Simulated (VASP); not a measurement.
Wanted: the native input for a VASP 6.6.1 run.

* Task: single point
* Functional: LDA
* Potentials or basis: VASP PAW LDA potentials, release 64 (S, Mo_sv)
* Cutoff: 520 eV
* k mesh: 12 × 12 × 1
* Occupations: gaussian, width 0.01 eV
* Spin: no spin polarisation
* Dipole correction: no
* Further INCAR settings: ALGO = Fast; EDIFF = 1e-06; NBANDS = 49

The structure of MoS2 lies in POSCAR:

```
MoS2
1.0
    3.1600000000      0.0000000000      0.0000000000
   -1.5800000000      2.7366402760      0.0000000000
    0.0000000000      0.0000000000     30.4200000000
S Mo
6 3
Direct
    0.0000000000      0.0000000000      0.2465483235
    0.0000000000      0.0000000000      0.3491124260
    0.3333333333      0.6666666667      0.4487179487
    0.3333333333      0.6666666667      0.5512820513
    0.6666666667      0.3333333333      0.6508875740
    0.6666666667      0.3333333333      0.7534516765
    0.3333333333      0.6666666667      0.2978303748
    0.6666666667      0.3333333333      0.5000000000
    0.0000000000      0.0000000000      0.7021696252
```

The cell was built by a generator and needn't be a form met in nature.

The input as run:

INCAR

```
SYSTEM = MoS2
ALGO = Fast ; EDIFF = 1E-6
ENCUT = 520 ; GGA = CA
ISIF = 2 ; ISMEAR = 0
LASPH = .TRUE. ; LCHARG = .FALSE.
LREAL = .FALSE. ; LWAVE = .FALSE.
NBANDS = 49 ; NELM = 100
PREC = Accurate ; SIGMA = 0.01
```

KPOINTS

```
k-points
0
G
  12 12 1
  0 0 0
```

Potentials or basis: VASP PAW LDA potentials, release 64 (S, Mo_sv).

Launch:

```bash
$ cat potpaw_LDA.64/S/POTCAR potpaw_LDA.64/Mo_sv/POTCAR > POTCAR
$ mpirun -np 1 vasp_std > vasp.out
```

Results of the run:

- Largest force: 0.394 eV/Å
- Band gap on the k mesh: 1.06 eV, indirect (least direct gap 1.63 eV)

Run time: 5.1 min on 1 thread of AMD EPYC 9R45 (Zen 5) (shared host), peak memory 0.35 GiB.
